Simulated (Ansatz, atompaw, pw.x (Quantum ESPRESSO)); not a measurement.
pw.x on fcc Li: one setting changed

Potential: PAW, atompaw 4.2.0.5, PBE; core none, reference 1s2 2s1 2p0; waves: 1s (bound); 2s (bound); 2p (bound, empty); 2p channel at 4.95 Ry; 3d channel at 0.2 Ry; 3d channel at 1.5 Ry; local part: bessel scheme, radius 2.60 bohr; core correction: none; augmentation: besselshape compensation charge, radius 2.50 bohr; PAW radius 3.00 bohr; waves and projectors: bloechl.

The reference run (k-mesh 13³, cutoffs 40/400 Ry, Fermi–Dirac 0.01 Ry, mixing_beta 0.4, conv_thr 1e-9, no spin) gives -0.11 GPa at 20.348 Å³/atom, where all-electron LAPW gives -0.05 GPa. This run, with its own iteration cap, changes degauss to 0, a wrong or extreme entry chosen on purpose.

```
&control
  calculation='scf', prefix='x', pseudo_dir='./', outdir='./tmp', tstress=.true., disk_io='none'
/
&system
  ibrav=0, nat=1, ntyp=1, ecutwfc=40, ecutrho=400, nbnd=8,
  occupations='smearing', smearing='fd', degauss=0
/
&electrons
  conv_thr=1e-09, mixing_beta=0.4, electron_maxstep=70
/
ATOMIC_SPECIES
Li 1.0 Li.UPF
CELL_PARAMETERS angstrom
  0.00000000 2.16685863 2.16685863
  2.16685863 0.00000000 2.16685863
  2.16685863 2.16685863 0.00000000
ATOMIC_POSITIONS crystal
Li 0.0000 0.0000 0.0000
K_POINTS automatic
13 13 13 0 0 0
```

```bash
pw.x < Li.scf.in > Li.scf.out
```

Problem. How does the run end?

Solution. It stops with "set_occupations: smearing requires a value for gaussian broadening (degauss)".

```
Error in routine  set_occupations (1):
      smearing requires a value for gaussian broadening (degauss)
```

The run took about 0.6 s on one core of a shared host (AMD EPYC 7R43 64-Core Processor, 256 threads, 1004 GiB, load 45).
